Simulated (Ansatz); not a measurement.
# Transmission past a defect: (4,0) C nanotube, Cl placed on top of one C

Wanted: the relaxed defect and the transmission past it, beside the channels of the perfect wire.

Method: DFT PBE, plane waves, PAW; relaxation of a wire's period, in the first sound run; inputs show where later runs differ, in Ansatz 0.2.0.

## 1. Starting point

The cell holds 16 atoms: 16 C. Cell: a = 9.932 Å, b = 9.932 Å, c = 4.260 Å, α = 90.0°, β = 90.0°, γ = 90.0°. Vacuum lies along a and b. The structure's axis is c.

## 2. Relaxing the period

Band widths follow the bond lengths, so the wire is relaxed first. The atoms and the third cell vector are free; the box across stays fixed as vacuum. A Fermi-Dirac smearing is set since the result may be a metal. The pressure printed is a third of the stress's trace over the whole box, vacuum included; only the stress along the axis is relaxed.

input.yaml

```yaml
crystal:
  lattice:
    - [9.932, 0.0, 0.0]
    - [0.0, 9.932, 0.0]
    - [0.0, 0.0, 4.26]
  atoms:
    - { symbol: C, position: [0.342327829, 0.499977252, 0.0] }
    - { symbol: C, position: [0.499977252, 0.657626674, 0.0] }
    - { symbol: C, position: [0.499977252, 0.342327829, 0.0] }
    - { symbol: C, position: [0.657626674, 0.499977252, 0.0] }
    - { symbol: C, position: [0.342327829, 0.499977252, 0.333333333] }
    - { symbol: C, position: [0.499977252, 0.657626674, 0.333333333] }
    - { symbol: C, position: [0.499977252, 0.342327829, 0.333333333] }
    - { symbol: C, position: [0.657626674, 0.499977252, 0.333333333] }
    - { symbol: C, position: [0.388502276, 0.611452227, 0.5] }
    - { symbol: C, position: [0.388502276, 0.388502276, 0.5] }
    - { symbol: C, position: [0.611452227, 0.611452227, 0.5] }
    - { symbol: C, position: [0.611452227, 0.388502276, 0.5] }
    - { symbol: C, position: [0.388502276, 0.611452227, 0.833333333] }
    - { symbol: C, position: [0.388502276, 0.388502276, 0.833333333] }
    - { symbol: C, position: [0.611452227, 0.611452227, 0.833333333] }
    - { symbol: C, position: [0.611452227, 0.388502276, 0.833333333] }
kpoints:
  mp_grid: { grid: [1, 1, 19] }
scf:
  occupations: { method: fermi_dirac, width: 0.05 }
hamiltonian:
  xc: pbe
relax:
  cell: { fix: [a, b, alpha, beta, gamma] }
  max_steps: 60
```

Launch:

```sh
$ ansatz run input.yaml --threads 4 --pin off --max-ram 16384MiB --backend cpu --events-out ev --progress --plain --runs-dir out
```

Numbers of over 12 decimals in the logs are rounded to 6 here.

Log:

```text
Engine: ansatz 0.2.0, aarch64-unknown-linux-gnu
Pseudopotentials: kind: paw
Pseudopotential: C, paw, valence charge 4, recommended cutoff 420 eV (normal), C.paw.azcp
Functional definition: PBE
  parameter kappa = 0.804
  parameter beta = 0.066725
  exchange = pbe_x(kappa = kappa, mu = beta*pi^2/3)
  correlation = pbe_c(beta = beta)
Crystal: 16 atoms, lattice volume = 420.226 Å³
Basis set: ecut = 420 eV, 8195 PW (Γ), exchange–correlation on 144×144×60 points (8 copies of the dense FFT grid, shifted against one another)
Bands: 48, of which v1, the nominal top of the filled ones, is band 32 counted from 1 (31 counted from 0)
Symmetry: 16 space group operations
Space group: P4/mmm (ITA 123), of the structure as read, at distance tolerance 7.5e-5 Å
k-points: 10 of 19
Non-local potential: C, projectors of the file, l = 0: 2, l = 1: 2, l = 2: 1
PAW form: soft (Blöchl's): semilocal exchange-correlation on the pseudo side does not see the compensation charge
PAW one-centre angular grid: C, 110 points (default); XC on 64 Gauss nodes
Initial density: superposition of atomic densities (neutral atoms: chi_scale 0, normalization atom), corrected by the library's trained network
Initial wavefunctions: pseudopotential atomic-orbital guess
Functional: x = pbe(κ = 0.804, μ = 0.219515), c = pbe(β = 0.066725)
SCF iter   1: F=—  HF=-4000.759177 eV  |F-HF|=—  |Δ(HF+E_count)|=         —  Δρ=7.08e-3  dr2=1.08e-1  ethr=1.77e-3  ⟨swp⟩=12.1  Hψ=3260  notcnv=0  defer=55
preconditioner: auto → LDOS  [metal: Δε(μ)=0.043 eV  Ē_g=14.052 eV  σ=0.050 eV  W_gap=0.21  n_scr=54 (ndim 8)  ℏωp=14.5 eV  f_vac=0.637  D(μ)=8.24/eV (n_scr^D=42)  β→1.0]
SCF iter   2: F=—  HF=-4000.778898 eV  |F-HF|=—  |Δ(HF+E_count)|=   1.97e-2  Δρ=1.54e-3  dr2=7.97e-3  ethr=1.68e-4  ⟨swp⟩=3.9  Hψ=994  notcnv=0  defer=86
SCF iter   3: F=—  HF=-4000.781795 eV  |F-HF|=—  |Δ(HF+E_count)|=   2.90e-3  Δρ=4.31e-4  dr2=7.21e-4  ethr=1.25e-5  ⟨swp⟩=2.4  Hψ=808  notcnv=0  defer=86
SCF iter   4: F=—  HF=-4000.782224 eV  |F-HF|=—  |Δ(HF+E_count)|=   4.30e-4  Δρ=1.54e-4  dr2=1.09e-4  ethr=1.13e-6  ⟨swp⟩=2.1  Hψ=761  notcnv=0  defer=86
SCF iter   5: F=—  HF=-4000.782314 eV  |F-HF|=—  |Δ(HF+E_count)|=   8.99e-5  Δρ=4.37e-5  dr2=5.08e-6  ethr=1.71e-7  ⟨swp⟩=2.1  Hψ=729  notcnv=0  defer=86
SCF iter   6: F=—  HF=-4000.782473 eV  |F-HF|=—  |Δ(HF+E_count)|=   1.59e-4  Δρ=9.16e-6  dr2=3.35e-7  ethr=7.94e-9  ⟨swp⟩=2.1  Hψ=784  notcnv=0  defer=86
SCF iter   7: F=-4000.782475 eV  HF=-4000.782474 eV  |F-HF|=1.07e-7  |Δ(HF+E_count)|=   1.02e-6  Δρ=2.31e-6  dr2=2.17e-8  ethr=1.56e-10  ⟨swp⟩=5.0  Hψ=1768  notcnv=0
SCF 1 converged in 7 iterations: F = -4000.782475 eV  dr2 = 2.17e-8
  greatest PAW one-centre occupation: 0.684 electrons in one spin orbital (limit 2), on the C atom at site 15 (counted from 0), in its partial waves of l = 0
relax step   1: F+E_penalty+E_count = -4000.78247460 eV  Δ(F+E_penalty+E_count) = +0.000e0 eV  max|allowed force component| = 2.360e0 eV/Å  Δτ_max = 0.0000 Å  P = +8.733 GPa  Ω = 420.226 Å³  fix = [a, b, alpha, beta, gamma]  reactions: a +11.211, b +11.211 GPa  (7 SCF iters, dr2 threshold 1.00e-7 eV, accepted)
Crystal: 16 atoms, lattice volume = 419.466 Å³
Basis set: ecut = 420 eV, 8187 PW (Γ), exchange–correlation on 144×144×60 points (8 copies of the dense FFT grid, shifted against one another)
Initial density: handed on by an earlier stage of this run
Initial wavefunctions: those handed on with the density
iter 1 solved again at ethr=1.33e-3 eV; its pass at ethr=3.10e-3 eV (dr2=8.49e-1 eV) is discarded
SCF iter   1: F=—  HF=-4002.717880 eV  |F-HF|=—  |Δ(HF+E_count)|=         —  Δρ=1.41e-2  dr2=7.98e-1  ethr=1.33e-3  ⟨swp⟩=2.8  Hψ=2095  notcnv=0
preconditioner: auto → LDOS  [insulator: Δε(μ)=0.211 eV  Ē_g=13.456 eV  σ=0.050 eV  W_gap=0.60  n_scr=54 (ndim 8)  ℏωp=14.5 eV  f_vac=0.624  D(μ)=5.19/eV (n_scr^D=22)  ε∞_Penn≈2.2  β→1.0]
SCF iter   2: F=—  HF=-4002.560762 eV  |F-HF|=—  |Δ(HF+E_count)|=   1.57e-1  Δρ=7.41e-3  dr2=3.24e-1  ethr=1.25e-3  ⟨swp⟩=3.8  Hψ=1268  notcnv=0  defer=8
SCF iter   3: F=—  HF=-4002.484123 eV  |F-HF|=—  |Δ(HF+E_count)|=   7.66e-2  Δρ=1.12e-3  dr2=3.85e-3  ethr=5.06e-4  ⟨swp⟩=3.2  Hψ=852  notcnv=0  defer=53
SCF iter   4: F=—  HF=-4002.485169 eV  |F-HF|=—  |Δ(HF+E_count)|=   1.05e-3  Δρ=2.47e-4  dr2=2.31e-4  ethr=6.01e-6  ⟨swp⟩=2.0  Hψ=810  notcnv=0  defer=71
SCF iter   5: F=—  HF=-4002.485422 eV  |F-HF|=—  |Δ(HF+E_count)|=   2.53e-4  Δρ=7.26e-5  dr2=3.33e-5  ethr=3.62e-7  ⟨swp⟩=2.0  Hψ=806  notcnv=0  defer=71
SCF iter   6: F=—  HF=-4002.485423 eV  |F-HF|=—  |Δ(HF+E_count)|=   5.54e-7  Δρ=1.49e-5  dr2=1.77e-6  ethr=5.20e-8  ⟨swp⟩=2.0  Hψ=697  notcnv=0  defer=71
SCF iter   7: F=-4002.485423 eV  HF=-4002.485423 eV  |F-HF|=1.80e-7  |Δ(HF+E_count)|=   4.11e-7  Δρ=4.55e-6  dr2=6.84e-8  ethr=2.50e-9  ⟨swp⟩=5.0  Hψ=1602  notcnv=0
SCF 2 converged in 7 iterations: F = -4002.485423 eV  dr2 = 6.84e-8
  greatest PAW one-centre occupation: 0.672 electrons in one spin orbital (limit 2), on the C atom at site 12 (counted from 0), in its partial waves of l = 0
relax step   2: F+E_penalty+E_count = -4002.48542312 eV  Δ(F+E_penalty+E_count) = -1.703e0 eV  max|allowed force component| = 1.492e0 eV/Å  Δτ_max = 0.0628 Å  P = +3.198 GPa  Ω = 419.466 Å³  energy of the carried Pulay correction = +8.605e-4 eV  fix = [a, b, alpha, beta, gamma]  reactions: a +5.514, b +5.514 GPa  (7 SCF iters, dr2 threshold 1.60e-6 eV, accepted)
Crystal: 16 atoms, lattice volume = 412.635 Å³
Basis set: ecut = 420 eV, 8033 PW (Γ), exchange–correlation on 144×144×60 points (8 copies of the dense FFT grid, shifted against one another)
iter 1 solved again at ethr=1.35e-3 eV; its pass at ethr=3.10e-3 eV (dr2=8.62e-1 eV) is discarded
SCF iter   1: F=—  HF=-4003.385720 eV  |F-HF|=—  |Δ(HF+E_count)|=         —  Δρ=1.59e-2  dr2=8.43e-1  ethr=1.35e-3  ⟨swp⟩=3.1  Hψ=2370  notcnv=0  defer=3
preconditioner: auto → LDOS  [metal: Δε(μ)=0.004 eV  Ē_g=13.318 eV  σ=0.050 eV  W_gap=0.02  n_scr=54 (ndim 8)  ℏωp=14.6 eV  f_vac=0.609  D(μ)=3.23/eV (n_scr^D=8)  β→1.0]
SCF iter   2: F=—  HF=-4003.270183 eV  |F-HF|=—  |Δ(HF+E_count)|=   1.16e-1  Δρ=8.19e-3  dr2=5.29e-1  ethr=1.32e-3  ⟨swp⟩=4.0  Hψ=1213  notcnv=0  defer=3
SCF iter   3: F=—  HF=-4003.111487 eV  |F-HF|=—  |Δ(HF+E_count)|=   1.59e-1  Δρ=9.88e-4  dr2=2.15e-3  ethr=8.26e-4  ⟨swp⟩=3.1  Hψ=861  notcnv=0  defer=29
SCF iter   4: F=—  HF=-4003.111056 eV  |F-HF|=—  |Δ(HF+E_count)|=   4.30e-4  Δρ=1.77e-4  dr2=6.83e-5  ethr=3.35e-6  ⟨swp⟩=2.3  Hψ=847  notcnv=0  defer=79
SCF iter   5: F=—  HF=-4003.111204 eV  |F-HF|=—  |Δ(HF+E_count)|=   1.48e-4  Δρ=3.66e-5  dr2=4.03e-6  ethr=1.07e-7  ⟨swp⟩=2.0  Hψ=706  notcnv=0  defer=79
SCF iter   6: F=-4003.111208 eV  HF=-4003.111208 eV  |F-HF|=9.84e-8  |Δ(HF+E_count)|=   3.54e-6  Δρ=1.06e-5  dr2=5.29e-7  ethr=2.50e-9  ⟨swp⟩=5.0  Hψ=1732  notcnv=0
SCF 3 converged in 6 iterations: F = -4003.111208 eV  dr2 = 5.29e-7
  greatest PAW one-centre occupation: 0.666 electrons in one spin orbital (limit 2), on the C atom at site 7 (counted from 0), in its partial waves of l = 0
relax step   3: F+E_penalty+E_count = -4003.11120756 eV  Δ(F+E_penalty+E_count) = -6.258e-1 eV  max|allowed force component| = 2.345e-1 eV/Å  Δτ_max = 0.0666 Å  P = +0.389 GPa  Ω = 412.635 Å³  energy of the carried Pulay correction = +8.665e-3 eV  fix = [a, b, alpha, beta, gamma]  reactions: a -0.403, b -0.403 GPa  (6 SCF iters, dr2 threshold 1.60e-6 eV, accepted)
[...]
relax step   4: F+E_penalty+E_count = -4003.13962144 eV  Δ(F+E_penalty+E_count) = -2.841e-2 eV  max|allowed force component| = 9.463e-2 eV/Å  Δτ_max = 0.0088 Å  P = -0.052 GPa  Ω = 415.832 Å³  energy of the carried Pulay correction = +4.997e-3 eV  fix = [a, b, alpha, beta, gamma]  reactions: a -0.029, b -0.029 GPa  (5 SCF iters, dr2 threshold 1.60e-6 eV, accepted)
[...]
relax step   5: F+E_penalty+E_count = -4003.14013822 eV  Δ(F+E_penalty+E_count) = -5.168e-4 eV  max|allowed force component| = 1.879e-2 eV/Å  Δτ_max = 0.0008 Å  P = -0.051 GPa  Ω = 415.953 Å³  energy of the carried Pulay correction = +4.858e-3 eV  fix = [a, b, alpha, beta, gamma]  reactions: a -0.039, b -0.039 GPa  (3 SCF iters, dr2 threshold 5.60e-7 eV, accepted)
[...]
relax step   6: F+E_penalty+E_count = -4003.14030284 eV  Δ(F+E_penalty+E_count) = -1.646e-4 eV  max|allowed force component| = 8.784e-3 eV/Å  Δτ_max = 0.0003 Å  P = +0.015 GPa  Ω = 415.825 Å³  energy of the carried Pulay correction = +5.005e-3 eV  fix = [a, b, alpha, beta, gamma]  reactions: a -0.016, b -0.016 GPa  (4 SCF iters, dr2 threshold 2.21e-8 eV, accepted)
[...]
relax step   7: F+E_penalty+E_count = -4003.14021502 eV  Δ(F+E_penalty+E_count) = +8.782e-5 eV  max|allowed force component| = 5.737e-4 eV/Å  Δτ_max = 0.0000 Å  P = -0.018 GPa  Ω = 415.919 Å³  energy of the carried Pulay correction = +4.897e-3 eV  fix = [a, b, alpha, beta, gamma]  reactions: a -0.021, b -0.021 GPa  (4 SCF iters, dr2 threshold 1.43e-8 eV, accepted)
Initial wavefunctions: pseudopotential atomic-orbital guess (no wavefunctions were taken with the density)
iter 1 solved again at ethr=6.71e-8 eV; its pass at ethr=3.10e-3 eV (dr2=4.29e-5 eV) is discarded
SCF iter   1: F=—  HF=-4003.135550 eV  |F-HF|=—  |Δ(HF+E_count)|=         —  Δρ=4.03e-5  dr2=8.51e-7  ethr=6.71e-8  ⟨swp⟩=8.7  Hψ=5483  notcnv=0  defer=4
preconditioner: auto → LDOS  [metal: Δε(μ)=0.048 eV  Ē_g=13.360 eV  σ=0.050 eV  W_gap=0.24  n_scr=54 (ndim 8)  ℏωp=14.6 eV  f_vac=0.614  D(μ)=3.06/eV (n_scr^D=8)  β→1.0]
SCF iter   2: F=—  HF=-4003.135671 eV  |F-HF|=—  |Δ(HF+E_count)|=   1.20e-4  Δρ=3.02e-6  dr2=1.76e-8  ethr=1.33e-9  ⟨swp⟩=2.2  Hψ=858  notcnv=0  defer=3
SCF iter   3: F=—  HF=-4003.135671 eV  |F-HF|=—  |Δ(HF+E_count)|=  1.50e-10  Δρ=5.10e-7  dr2=8.00e-10  ethr=2.74e-11  ⟨swp⟩=3.1  Hψ=986  notcnv=0  defer=3
SCF iter   4: F=-4003.135671 eV  HF=-4003.135671 eV  |F-HF|=1.50e-11  |Δ(HF+E_count)|=  2.05e-11  Δρ=1.02e-7  dr2=2.97e-11  ethr=1.00e-12  ⟨swp⟩=5.0  Hψ=1732  notcnv=0
SCF 8 converged in 4 iterations: F = -4003.135671 eV  dr2 = 2.97e-11
relax step   8: F+E_penalty+E_count = -4003.13567051 eV  Δ(F+E_penalty+E_count) = +4.545e-3 eV  max|allowed force component| = 7.891e-4 eV/Å  Δτ_max = 0.0000 Å  P = -0.024 GPa  Ω = 415.919 Å³  fix = [a, b, alpha, beta, gamma]  reactions: a -0.014, b -0.014 GPa  stress off target by 4.50e-2 GPa on what of the cell is left free  SCF on the basis re-selected at this cell (its energy is not comparable with the rows above)  (4 SCF iters)
basis re-selected at this cell: Δ(F+E_penalty+E_count) = +4.545e-3 eV, ΔP = -0.006 GPa vs the last step (what re-selecting the basis moved, of the pressure what is left beyond the Pulay correction that the steps carried, after the strain that the cell walked since its last selection, with what the two solves' SCF thresholds leave and, on support functions, any second-order correction that the steps lacked; it is no m [...]
SCF converged after 4 iterations
Free energy (F): -4003.135671 eV
Harris-Foulkes:  -4003.135671 eV  (|F-HF|=1.50e-11)
Internal energy: -4003.113420 eV  (E = F + TS)
E sigma→0 (E₀):  -4003.124545 eV
Entropy (-TS):   -0.022251 eV (-1.391 meV/atom)
Fermi energy:    -1.685232 eV
--- Per-component energies (eV) ---
  E_band       = -619.658622
  E_kinetic    = 1442.455251
  E_local      = -12735.138496  (includes V_loc(G=0)·N_el)
  E_nonlocal   = 435.012881
  E_hartree    = 5644.022259
  E_xc         = -762.451308
  E_vxc        = -943.685888  (∫ρ·V_xc dr)
  E_paw        = -1587.503432  (= ΣΔE_a)
  E_vpaw       = -106.347228  (= ΣTr[D̂ρ^β])
  E_aug_tail   = 0.000119  (compensation charges beyond the density's cutoff)
  E_ewald      = 3560.489307
  E_smearing   = -0.022251  (= −TS)
  E_closure    = -0.000000  (closes the sum)
  Σ components = -4003.135671   (vs F -4003.135671, Δ=0.00e0)
--- Forces (eV/Å), atoms counted from 1 ---
  atom   1  C     -0.00019365     0.00000000     0.00078910
  atom   2  C     -0.00000000     0.00019365     0.00078910
  atom   3  C     -0.00000000    -0.00019365     0.00078910
  atom   4  C      0.00019365     0.00000000     0.00078910
  atom   5  C     -0.00019365    -0.00000000    -0.00078910
  atom   6  C     -0.00000000     0.00019365    -0.00078910
  atom   7  C     -0.00000000    -0.00019365    -0.00078910
  atom   8  C      0.00019365     0.00000000    -0.00078910
  atom   9  C      0.00008178    -0.00008178     0.00028133
  atom  10  C      0.00008178     0.00008178     0.00028133
  atom  11  C     -0.00008178    -0.00008178     0.00028133
  atom  12  C     -0.00008178     0.00008178     0.00028133
  atom  13  C      0.00008178    -0.00008178    -0.00028133
  atom  14  C      0.00008178     0.00008178    -0.00028133
  atom  15  C     -0.00008178    -0.00008178    -0.00028133
  atom  16  C     -0.00008178     0.00008178    -0.00028133
  max |Σ_I F_I| component: 2.17e-19 eV/Å
--- Stress (GPa, compression-positive) ---
       -0.014227       0.000000       0.000000
        0.000000      -0.014227       0.000000
        0.000000       0.000000      -0.045013
  P = ⅓ Tr σ = -0.0245 GPa (-0.245 kbar)
--- Relaxed structure (7 steps of the walk, 7 accepted, 1 SCFs on fresh bases) ---
  F+E_penalty+E_count = -4003.13567051 eV   max|allowed force component| = 7.891e-4 eV/Å   (the final SCF, on the basis selected at the relaxed cell)
  cell:  # Å, volume = 415.9193 Å³
    - [9.932, 0.0, 0.0]
    - [0.0, 9.932, 0.0]
    - [0.0, 0.0, 4.216340]
  atoms:
    - { symbol: C, position: [0.330193, 0.499977251625, 0.00206696] }
    - { symbol: C, position: [0.499977251625, 0.669762, 0.00206696] }
    - { symbol: C, position: [0.499977251625, 0.330193, 0.00206696] }
    - { symbol: C, position: [0.669762, 0.499977251625, 0.00206696] }
    - { symbol: C, position: [0.330193, 0.499977251625, 0.331266] }
    - { symbol: C, position: [0.499977251625, 0.669762, 0.331266] }
    - { symbol: C, position: [0.499977251625, 0.330193, 0.331266] }
    - { symbol: C, position: [0.669762, 0.499977251625, 0.331266] }
    - { symbol: C, position: [0.379906, 0.620048, 0.502108] }
    - { symbol: C, position: [0.379906, 0.379906, 0.502108] }
    - { symbol: C, position: [0.620048, 0.620048, 0.502108] }
    - { symbol: C, position: [0.620048, 0.379906, 0.502108] }
    - { symbol: C, position: [0.379906, 0.620048, 0.831226] }
    - { symbol: C, position: [0.379906, 0.379906, 0.831226] }
    - { symbol: C, position: [0.620048, 0.620048, 0.831226] }
    - { symbol: C, position: [0.620048, 0.379906, 0.831226] }
```

Elapsed: 26 s, on 4 threads of Arm Neoverse V1, shared host; peak memory 0.88 GiB; 1.7 min of CPU time.

Relaxation path:

| step | energy less that of the first step (eV) | largest force component (eV/Å) | pressure (GPa) | volume (Å³) |
| --- | --- | --- | --- | --- |
| 1 | 0.0000 | 2.3600 | 8.73 | 420.23 |
| 2 | -1.7029 | 1.4922 | 3.20 | 419.47 |
| 3 | -2.3287 | 0.2345 | 0.39 | 412.63 |
| 4 | -2.3571 | 0.0946 | -0.05 | 415.83 |
| 5 | -2.3577 | 0.0188 | -0.05 | 415.95 |
| 6 | -2.3578 | 0.0088 | 0.01 | 415.82 |
| 7 | -2.3577 | 0.0006 | -0.02 | 415.92 |
| 8* | -2.3532 | 0.0008 | -0.02 | 415.92 |

Relaxation steps marked * repeat the geometry before them on a plane-wave basis chosen anew for their cell, so energy and pressure can jump there.

Forces are held to the 16 operations that the run works with; a distortion that breaks them can't arise in this run.

| cell as run | before | after | change |
| --- | --- | --- | --- |
| c (Å) | 4.260 | 4.216 | -1.0 % |

The atoms that moved most (Å, along periodic axes as changes of fractional coordinates times the final cell, across vacuum about the mean position):

| atom | dx | dy | dz | length |
| --- | --- | --- | --- | --- |
| C11 | 0.085 | 0.085 | 0.009 | 0.121 |
| C15 | 0.085 | 0.085 | -0.009 | 0.121 |
| C9 | -0.085 | 0.085 | 0.009 | 0.121 |
| C12 | 0.085 | -0.085 | 0.009 | 0.121 |
| C13 | -0.085 | 0.085 | -0.009 | 0.121 |
| C16 | 0.085 | -0.085 | -0.009 | 0.121 |
| C10 | -0.085 | -0.085 | 0.009 | 0.121 |
| C14 | -0.085 | -0.085 | -0.009 | 0.121 |

Final coordinates:

```cif
data_structure
_symmetry_space_group_name_H-M 'P 1'
_symmetry_Int_Tables_number 1
_cell_length_a 9.9320
_cell_length_b 9.9320
_cell_length_c 4.2163
_cell_angle_alpha 90.000
_cell_angle_beta 90.000
_cell_angle_gamma 90.000
_cell_volume 415.92
loop_
_atom_site_label
_atom_site_type_symbol
_atom_site_fract_x
_atom_site_fract_y
_atom_site_fract_z
_atom_site_occupancy
C1 C 0.33019 0.49998 0.00207 1
C2 C 0.49998 0.66976 0.00207 1
C3 C 0.49998 0.33019 0.00207 1
C4 C 0.66976 0.49998 0.00207 1
C5 C 0.33019 0.49998 0.33127 1
C6 C 0.49998 0.66976 0.33127 1
C7 C 0.49998 0.33019 0.33127 1
C8 C 0.66976 0.49998 0.33127 1
C9 C 0.37991 0.62005 0.50211 1
C10 C 0.37991 0.37991 0.50211 1
C11 C 0.62005 0.62005 0.50211 1
C12 C 0.62005 0.37991 0.50211 1
C13 C 0.37991 0.62005 0.83123 1
C14 C 0.37991 0.37991 0.83123 1
C15 C 0.62005 0.62005 0.83123 1
C16 C 0.62005 0.37991 0.83123 1
```

Numbers from this step:

| Quantity | Value |
| --- | --- |
| energy at zero smearing | -4003.1245 eV |
| cell length along the wire | 4.216 Å |

The cell's length comes to 4.216 Å with spin left out.

(Continued in part 2 of 4.)

[Logs are printed without paths, hosts, clocks, repeated set-up lines and the standing remarks that a program may print on its own settings, such as how far it seeks lower states.]

[Hosts, paths, dates, database ids (printed as entryN), source tags and the programs' standing remarks are cut or masked in the printed files.]
